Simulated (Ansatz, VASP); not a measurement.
## Tl: VASP beside Ansatz

```
Tl
1.0
     0.00000    2.60621    2.60621
     2.60621    0.00000    2.60621
     2.60621    2.60621    0.00000
Tl
1
Direct
  0.00000 0.00000 0.00000
```

Alike in both runs: functional BLYP; k mesh 11 × 11 × 11; occupations fermi-dirac, width 0.1 eV; no spin polarisation.

Ansatz relaxed the structure, and its values are those at the end. VASP's run is a single point on that final structure, the one shown.

```csv
,VASP,Ansatz
version,VASP 6.6.1,Ansatz 0.2.0
potentials or method,"VASP PAW PBE potentials, release 64 (Tl_d)","plane waves (420 eV) with PAW, scalar-relativistic"
plane-wave cutoff (eV),520,420
valence electrons in the cell,13,13
```

```csv
,VASP,Ansatz,Ansatz less VASP
pressure (GPa),0.0,0.0,0.00
```

Caveats: the PAW data sets were made with another functional, which shifts forces and pressure a little (VASP). The runs have no spin-orbit coupling, so splittings on Tl are missing.
